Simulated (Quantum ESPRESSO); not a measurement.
PbS (Galena), 2 atoms in the cell. Symmetry: Fm-3m, No. 225, cubic system. The conventional cell has a = 5.931 Å, b = 5.931 Å, c = 5.931 Å, α = 90.00°, β = 90.00°, γ = 90.00°. Pb (site symmetry m-3m) is surrounded by 6 S at 2.97 Å. S (site symmetry m-3m) is surrounded by 6 Pb at 2.97 Å. 

* Program: Quantum ESPRESSO 7.5
* Task: phonons
* Functional: revPBE
* Potentials or basis: PseudoDojo 0.4.1 SR PBE standard
* Cutoff: 762 eV
* Density cutoff: 3048 eV
* k mesh: 6 × 6 × 6, shifted
* Occupations: fermi-dirac, width 0.05 eV
* Spin: no spin polarisation
* Mixing beta: 0.5
* Most SCF iterations: 120
* SCF threshold: 4e-10 Ry

Potentials or basis: PseudoDojo 0.4.1 SR PBE standard.

Launch:

```console
$ OMP_NUM_THREADS=1 mpirun -n 4 pw.x -nk 4 -in pw.in > pw.out
$ OMP_NUM_THREADS=1 mpirun -n 4 pw.x -nk 4 -in relax.in > relax.out
$ OMP_NUM_THREADS=1 mpirun -n 4 pw.x -in gamma.in > gamma.out
$ OMP_NUM_THREADS=1 mpirun -n 4 pw.x -nk 4 -in scf2.in > scf2.out
$ OMP_NUM_THREADS=1 mpirun -n 4 ph.x -nk 4 -in ph.in > ph.out
$ OMP_NUM_THREADS=1 mpirun -n 1 dynmat.x -in dynmat.in > dynmat.out
$ OMP_NUM_THREADS=1 mpirun -n 1 dynmat.x -in dynmat_lo.in > dynmat_lo.out
```

Hardware: 4 MPI ranks on Intel(R) Xeon(R) Platinum 8259CL CPU @ 2.50GHz (Skylake/Cascade Lake), on a shared host.

How long does it take, and how much memory?

Wall time 3.4 min on 4 MPI ranks on Intel(R) Xeon(R) Platinum 8259CL CPU @ 2.50GHz (Skylake/Cascade Lake), on a shared host, peak memory 0.36 GiB a rank. Counts: scf iterations 67, k pools 4, bands 16, ion steps 6, k points 28, g dense 19891.
